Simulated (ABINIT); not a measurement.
RbBr:

```
Rb Br
1.0
     0.00000    3.42700    3.42700
     3.42700    0.00000    3.42700
     3.42700    3.42700    0.00000
Rb Br
1 1
Direct
  0.00000 0.00000 0.00000
  0.50000 0.50000 0.50000
```

Base run:

```yaml
Program: ABINIT 10.8.3 (patched build)
Functional: HSE06
Potentials_or_basis: SG15 NC PBE v1.2
Cutoff: 381 eV
k_mesh: 4 × 4 × 4
Occupations: fixed
Spin: no spin polarisation
```

Its results: band gap on the k mesh 5.41 eV, direct; pressure 0.7 GPa.

Task: The run is repeated on the same cell with these changes: functional from HSE06 to PBEsol. What comes out?

Result: Band gap on the k mesh 4.15 eV, direct; pressure 0.0 GPa.

HSE06 gives the wider gap, since exact exchange removes part of the self-interaction.

Caveats: the potentials were made for another functional, which shifts forces and pressure; Libxc's HSE differs a little from that of other programs (some runs).

